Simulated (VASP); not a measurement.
Set up this calculation in VASP 6.6.1, as the native input.

```
Task                   : single point
Functional             : PBE
Potentials or basis    : VASP PAW PBE potentials, release 64 (K_sv)
Cutoff                 : 520 eV
k mesh                 : 5 × 5 × 7
Occupations            : fermi-dirac, width 0.1 eV
Spin                   : no spin polarisation
Dipole correction      : no
Further INCAR settings : ALGO = Fast; EDIFF = 1e-06; NBANDS = 20
```

The structure of K lies in POSCAR:

```
K
1.0
    7.5677116463      0.0000000000      0.0000000000
   -3.7838558232      6.5538305342      0.0000000000
    0.0000000000      0.0000000000      4.4969861428
K
3
Direct
    0.0000000000      0.0000000000      0.0000000000
    0.3333333333      0.6666666667      0.5000000000
    0.6666666667      0.3333333333      0.5000000000
```

This isn't the form of K at room conditions, which is bcc.

One way to write it, as run:

INCAR

```
SYSTEM = K
PREC     = Accurate       ! precision mode
ENCUT    = 520            ! plane-wave cutoff, eV
EDIFF    = 1E-6           ! SCF threshold, eV
ISMEAR   = -1             ! smearing method
SIGMA    = 0.1            ! smearing width, eV
LREAL    = .False.        ! projectors in reciprocal space
LASPH    = .True.         ! aspherical terms in the spheres
NELM     = 100            ! most SCF steps
ALGO     = Fast           ! electronic algorithm
ISIF     = 2              ! what is computed and relaxed
LWAVE    = .False.        ! write WAVECAR
LCHARG   = .True.         ! write CHGCAR
GGA      = PE             ! functional
LELF     = .True.         ! ELF
LVHAR    = .True.       
NBANDS   = 20             ! bands
```

KPOINTS

```
Automatic mesh
0
Gamma
  5 5 7
  0 0 0
```

Potentials or basis: VASP PAW PBE potentials, release 64 (K_sv).

Launch:

```bash
$ cat potpaw_PBE.64/K_sv/POTCAR > POTCAR
$ mpirun -np 1 vasp_std > vasp.out
```

It gave:

```
Pressure               : 0.0 GPa
Band gap on the k mesh : none (metal or under the smearing width)
```

It took 73 s on 1 thread of Intel(R) Xeon(R) Platinum 8488C (Sapphire Rapids), on a shared host, peak memory 0.34 GiB.
